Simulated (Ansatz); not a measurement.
BAs: band gap and direct gap against volume per atom

Results calculated with Ansatz 0.2.0, not measured. Plane-wave density functional theory, PAW datasets, Gaussian smearing 0.05 eV: Kohn-Sham gaps of one periodic cell over its k-point mesh and, where one was run, its band path; band edges are those on the mesh.

Cell of the first row (space group F-43m, No. 216):
```
BAs
1.0
      0.0000     2.3517     2.3517
      2.3517     0.0000     2.3517
      2.3517     2.3517     0.0000
B As
1 1
Direct
  0.00000 0.00000 0.00000
  0.75000 0.75000 0.75000
```

Settings of every row: paw set soft_2; functional PBEsol; spin treatment none; moment partition spheres; spin axis none; wave cutoff 420 eV; k mesh 12x12x12; SCF start atoms; lower state search light; symmetry use detected.

Atom first moment, atom hubbard u: 0 on all atoms.

Limits: a gap on the mesh alone may be smaller or close between its points; semilocal functionals tend to give too small a gap; no spin-orbit coupling, which shifts gaps with heavier elements (BAs).

| row | volume per atom (Å³) | band gap (eV) | direct gap (eV) |
| --- | --- | --- | --- |
| 1 | 13.006 | 1.043 | 3.303 |
| 2 | 13.277 | 1.064 | 3.276 |
| 3 | 13.548 | 1.085 | 3.251 |
| 4 | 13.567 | 1.087 | 3.249 |
| 5 | 13.762 | 1.101 | 3.232 |
| 6 | 13.819 | 1.105 | 3.227 |
| 7 | 14.09 | ? | ? |

Question: what band gap and direct gap should row 7 give?

Worked fit of band gap. Take t = volume per atom − 13, in Å³. The shown rows have t = 0.006, 0.277, 0.548, 0.567, 0.762, 0.819. Their means are 0.4965 and 1.0808 eV; the sums about the means are S_tt = 0.4709 and S_ty = 0.03605, whose ratio is the slope. Least squares give band gap = 1.0428 + 0.07656 × t eV. The rows lie off it by 0.000, 0.000, 0.000, 0.001, 0.000, -0.001. The withheld row has t = 1.09, so the fit gives 1.0428 + 0.07656 × (1.09) = 1.126 eV.

The calculation gave 1.124 eV. The fit lies 0.002 eV (2.5 % of the column's range) above it; its largest miss of a shown row is 0.001 eV. This row lies beyond the range of the fit.

Worked fit of direct gap. Take t = volume per atom − 13, in Å³. The shown rows have t = 0.006, 0.277, 0.548, 0.567, 0.762, 0.819. Least squares give direct gap = 3.3036 − 0.10209 × t + 0.01061 × t² eV; a straight line predicts inner rows, each left out in turn, worse (root mean square 0.00085 against 0.00019 eV). All shown rows lie on it to the printed digit. The withheld row has t = 1.09, so the fit gives 3.3036 − 0.10209 × (1.09) + 0.01061 × (1.09)² = 3.205 eV.

The calculation gave 3.203 eV. The fit lies 0.002 eV (2 % of the column's range) above it; its largest miss of a shown row is 0.000 eV. This row lies beyond the range of the fit.
